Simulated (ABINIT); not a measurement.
Crystal: Ru.

```
Ru
1.0
     2.70580    0.00000    0.00000
    -1.35290    2.34329    0.00000
     0.00000    0.00000    4.28190
Ru
2
Direct
  0.66667 0.33333 0.75000
  0.33333 0.66667 0.25000
```

Program: ABINIT 10.8.3 (patched build). Alike in all runs: no spin polarisation; cell as given; smearing fermi-dirac 0.05 eV.

Question: Order these runs on this cell by their pressure, lowest first.
A. level r2SCAN; potentials or basis JTH PAW PBE v2.0; k mesh 7 × 7 × 4; cutoff (eV) 490; fine-grid cutoff 979.61 eV; mesh quality coarse
B. level LDA; potentials or basis JTH PAW LDA v2.0; k mesh 4 × 4 × 2; cutoff (eV) 408; fine-grid cutoff 816.342 eV; mesh quality coarse
C. level LDA; potentials or basis JTH PAW LDA v2.0; k mesh 7 × 7 × 4; cutoff (eV) 408; fine-grid cutoff 816.342 eV; mesh quality coarse
D. level PBEsol; potentials or basis JTH PAW PBE v2.0; k mesh 4 × 4 × 2; cutoff (eV) 408; fine-grid cutoff 816.342 eV; mesh quality coarse
E. level BLYP; potentials or basis JTH PAW PBE v2.0; k mesh 11 × 11 × 6; cutoff (eV) 408; fine-grid cutoff 816.342 eV; mesh quality not flagged

Answer: B (-16.3 GPa), C (-12.1 GPa), D (-9.8 GPa), A (-0.1 GPa), E (19.2 GPa).

Caveats: some runs use coarse meshes; so large a pressure means that the cell lies far from this level's equilibrium, or that cutoff or potentials fall short (some runs); the PAW data sets were made with another functional, which shifts forces and pressure a little (some runs); the potentials were made for another functional, which shifts forces and pressure (some runs).
